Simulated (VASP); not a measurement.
**Te2Mo (1T (CdI2) bulk): gaps by functional in VASP**

```xyz
3
Lattice="3.5195 0.0000 0.0000 -1.7597 3.0479 0.0000 0.0000 0.0000 7.2145" Properties=species:S:1:pos:R:3 pbc="T T T"
Mo    0.0000    0.0000    0.0000
Te    0.0000    2.0320    1.8283
Te    1.7597    1.0160    5.3862
```

All runs share this cell. Band v is the last that the valence electrons fill when counted band by band, and c is the next. A negative gap between them is a band overlap, as in a metal.

```csv
level,gap (eV),least direct gap (eV),pressure (GPa)
PBE,-0.59,0.00,1.9
LDA,-0.58,0.00,-3.6
PBEsol,-0.59,0.00,-1.9
```
